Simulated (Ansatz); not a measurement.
CdS (started from an entry of an open crystallographic database) was relaxed with 4 functionals in Ansatz 0.2.0, cell and atoms free, the symmetry of the start kept (meshes: PBE 6×6×4, r2SCAN 6×6×4, PBEsol 6×6×4, LDA 6×6×4). Calculated for a static, non-magnetic cell.

The LDA result:
```cif
data_structure
_symmetry_space_group_name_H-M 'P6_3mc'
_symmetry_Int_Tables_number 186
_cell_length_a 4.0747
_cell_length_b 4.0747
_cell_length_c 6.6354
_cell_angle_alpha 90.000
_cell_angle_beta 90.000
_cell_angle_gamma 120.000
_cell_volume 95.41
loop_
_atom_site_label
_atom_site_type_symbol
_atom_site_symmetry_multiplicity
_atom_site_Wyckoff_symbol
_atom_site_fract_x
_atom_site_fract_y
_atom_site_fract_z
_atom_site_occupancy
Cd1 Cd 2 b 0.33333 0.66667 0.99936 1
S1 S 2 b 0.33333 0.66667 0.37564 1
```

It is hexagonal, P6_3mc (No. 186); conventional cell a = 4.075 Å, c = 6.635 Å, 23.85 Å³ an atom. Cd is surrounded by 4 S at 2.49–2.50 Å; S is surrounded by 4 Cd at 2.49–2.50 Å.

**Question.** Order the functionals by the relaxed volume, smallest first.
A. r2SCAN
B. PBE
C. PBEsol
D. LDA

**Answer.** D (23.85 Å³/atom), C (24.72 Å³/atom), A (25.41 Å³/atom), B (26.04 Å³/atom).

**Question.** What lattice does PBE give?

**Answer.** a = 4.197 Å, c = 6.828 Å; the volume differs by +9.2 % from LDA's. Cd has 4 S at 2.57 Å; S has 4 Cd at 2.57 Å.

**Question.** How does the cell change with r2SCAN?

**Answer.** a = 4.165 Å, c = 6.766 Å; the volume differs by +6.5 % from LDA's. Cd has 4 S at 2.54–2.55 Å; S has 4 Cd at 2.54–2.55 Å.

**Question.** Held at the r2SCAN cell, what mean stress do LDA and PBE find, and does its sign point to their own minimum?

**Answer.** Yes. LDA -3.71 GPa, and its relaxed volume is -6.1 % from r2SCAN's; PBE +1.38 GPa, and its relaxed volume is +2.5 % from r2SCAN's. Compression counts positive, so a positive stress asks for a larger cell.
